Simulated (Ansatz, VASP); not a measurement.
One calculation of ZnS, two programs

```
CELL_PARAMETERS angstrom
0.00000 2.74024 2.74024
2.74024 0.00000 2.74024
2.74024 2.74024 0.00000
ATOMIC_POSITIONS crystal
Zn 0.00000 0.00000 0.00000
S 0.75000 0.75000 0.75000
```

Change from the starting cell: volume scaled by 1.04.

Alike in both runs: task single point; functional PBE; k mesh 8 × 8 × 8; occupations fermi-dirac, width 0.01 eV; no spin polarisation.

|  | VASP | Ansatz |
| --- | --- | --- |
| version | VASP 6.6.1 | Ansatz 0.2.0 |
| potentials or method | VASP PAW PBE potentials, release 64 (Zn, S), cutoff 520 eV | all-electron LAPW, scalar-relativistic |

|  | VASP | Ansatz | Ansatz less VASP |
| --- | --- | --- | --- |
| gap on the k mesh at the Fermi level (eV) | 1.93 | 1.93 | 0.000 |
| pressure (GPa) | -1.2 | -1.3 | -0.12 |

Ansatz ran all-electron here, so the differences hold the error of VASP's frozen core and of both bases.
